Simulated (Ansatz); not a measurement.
**Ag: frozen-core PAW against all-electron methods**

```xyz
1
Lattice="2.7515 0.0000 0.0000 0.0000 2.7515 0.0000 0.0000 0.0000 2.7515" Properties=species:S:1:pos:R:3 pbc="T T T"
Ag    0.0000    0.0000    0.0000
```

The structure comes from a relaxation in the same program, started in the sc type, and has space group Pm-3m. Whether it is a known phase or the ground state wasn't checked.

Methods: DFT, PBE, PAW with Ansatz's default frozen-core files, scalar-relativistic (Ansatz 0.2.0); DFT, PBE, all-electron PAW with datasets made for the crystal, scalar-relativistic (Ansatz 0.2.0); DFT, PBE, all-electron LAPW, scalar-relativistic (Ansatz 0.2.0).

For PAW: a Γ-centred 12×12×12 k mesh, Fermi–Dirac smearing of 0.05 eV, cutoff 420 eV, no spin polarisation. The crystal-made all-electron datasets (AE datasets) take a cutoff of 260 eV at this cell. LAPW targets a basis error of 0.25 meV/atom. The Ansatz runs share mesh, smearing and spin set-up. Plane-wave (PAW) pressures include the program's estimate of the Pulay term.

Stress and pressure are positive in compression.

Levels count from the Fermi level.

| quantity | PAW | AE datasets | LAPW |
| --- | --- | --- | --- |
| pressure (GPa) | -0.02 | -0.01 | -0.02 |
| highest filled level at M (eV) | -2.014 | -2.015 | -2.014 |
| lowest empty level at M (eV) | 3.846 | 3.847 | 3.847 |
| highest filled level at X (eV) | -0.477 | -0.476 | -0.476 |
| lowest empty level at X (eV) | 1.645 | 1.644 | 1.644 |
| highest filled level at Γ (eV) | -2.766 | -2.767 | -2.767 |
| lowest empty level at Γ (eV) | 13.881 | 13.877 | 13.877 |

PAW's pressure differs from the LAPW value by about 0.01 GPa or less. Datasets made for the crystal and LAPW share parts of one code, so their agreement isn't an independent check.
